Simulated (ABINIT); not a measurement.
The system is WS2 (Tungstenite).

```
W S
1.0
     3.18000    0.00000    0.00000
    -1.59000    2.75396    0.00000
     0.00000    0.00000   12.50000
W S
2 4
Direct
  0.66667 0.33333 0.75000
  0.33333 0.66667 0.25000
  0.66667 0.33333 0.37500
  0.33333 0.66667 0.87500
  0.66667 0.33333 0.12500
  0.33333 0.66667 0.62500
```

Base run:

```yaml
Program: ABINIT 10.8.3 (patched build)
Functional: PBEsol
Potentials_or_basis: JTH PAW PBE v2.0
Cutoff: 544 eV
k_mesh: 8 × 8 × 2
Occupations: fermi-dirac, width 0.05 eV
Spin: no spin polarisation
```

Its results: band gap on the k mesh 1.15 eV, indirect (least direct gap 2.18 eV); pressure -2.5 GPa; largest force 0.115 eV/Å.

Problem. The run is repeated on the same cell with these changes: potentials or basis from JTH PAW PBE v2.0 to PseudoDojo NC SR PBEsol v0.4.1 standard; cutoff from 544 eV to 1007 eV; k mesh from 8 × 8 × 2 to 10 × 10 × 3. What comes out?

Solution. Band gap on the k mesh 1.08 eV, indirect (least direct gap 2.07 eV); pressure -2.7 GPa; largest force 0.151 eV/Å.

Caveats: spin-orbit coupling is left out, which moves the levels of the heavy elements; this functional lacks dispersion, which binds the layers, so the pressure and a relaxed spacing across them are unreliable; the PAW data sets were made with another functional, which shifts forces and pressure a little (some runs); an odd mesh through Γ misses points on the zone boundary, where band edges often lie (some runs).

Not every run made on this cell is shown here.
